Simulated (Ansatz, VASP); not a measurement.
# Mo in VASP and in Ansatz

```xyz
1
Lattice="2.6534 0.0000 0.0000 -1.3267 2.2980 0.0000 0.0000 0.0000 2.5169" Properties=species:S:1:pos:R:3 pbc="T T T"
Mo    0.0000    0.0000    1.2584
```

Change from the starting cell: strain -0.030 along x and y, -0.015 along z, atoms carried along.

Alike in both runs: task single point; functional PBEsol; k mesh 18 × 18 × 18; occupations gaussian, width 0.15 eV; no spin polarisation.

|  | VASP | Ansatz |
| --- | --- | --- |
| version | VASP 6.6.1 | Ansatz 0.2.0 |
| potentials or method | VASP PAW PBE potentials, release 64 (Mo_sv) | scalar-relativistic, plane waves, PAW |
| plane-wave cutoff (eV) | 520 | 420 |
| valence electrons in the cell | 14 | 14 |

Ansatz gave:

```
gap on the k mesh at the Fermi level (eV)       : none
pressure (GPa)                                  : 15.3
largest component of the traceless stress (GPa) : 9.95
```

Which values does VASP return?

gap on the k mesh at the Fermi level (eV): none; pressure (GPa): 16.1; largest component of the traceless stress (GPa): 9.87.

A gap of «none» marks a metal or a gap that the smearing closes.

Caveats: so large a pressure means that the cell lies far from this level's equilibrium, or that cutoff or potentials fall short (VASP); the potentials were made for another functional, which shifts forces and pressure (VASP).
